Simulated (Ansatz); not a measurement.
Here is the system:

Starting cell, CsPbI₃ (cubic perovskite):

```xyz
5
Lattice="6.3327 0.0000 0.0000 0.0000 6.3327 0.0000 0.0000 0.0000 6.3327" Properties=species:S:1:pos:R:3 pbc="T T T"
Cs     0.0000     0.0000     0.0000
Pb     3.1663     3.1663     3.1663
I      0.0000     3.1663     3.1663
I      3.1663     3.1663     0.0000
I      3.1663     0.0000     3.1663
```

Scan: atom 4 (I, nearest neighbour Pb at 3.166 Å; its periodic images, 6.3 Å or more away, move with it) is displaced along Cartesian [110], direction (0.707, 0.707, 0.000) in Cartesian axes, by s. The other atoms stay.

The numbers are results of r2SCAN (plane waves to 500 eV, PAW, scalar-relativistic; Ansatz, an electronic-structure program), not measurements. k mesh 4×4×4 (Γ-centred), Fermi-Dirac smearing 0.05 eV. Energies are smeared free energies. On this mesh the relaxed cell isn't quite at rest: it carries a pressure of 0.1 GPa (compression positive) at the zero of the scan. CsPbI3 was relaxed with its symmetry unable to fall. Spin-orbit coupling is left out, though I and Pb are heavy. This is a high-temperature form of CsPbI3. ΔE is measured from the undisplaced structure.

The scan covers s from -0.950 to 0.950 Å in 11 points.

Task: Is this a single well or a double well?

Result: A single well with its minimum at or next to zero displacement.

Task: Is the energy the same for equal positive and negative displacements?

Result: Even: the same for both signs. With its periodic images moving along, the atom's site symmetry in this cell is 4/mmm.

Task: What force acts on the atom along the line at s = -0.950 Å?

Result: 0.838 eV/Å.

Task: What is the energy change at s = 0.950 Å?

Result: 232.9 meV/cell.

Task: What is the force constant k = d²E/ds² of this move at s = 0?

Result: 0.14 eV/Å².

(A displaced cell: forces are minus the slopes of the energy, force constants its curvatures, and phonons follow from these.)
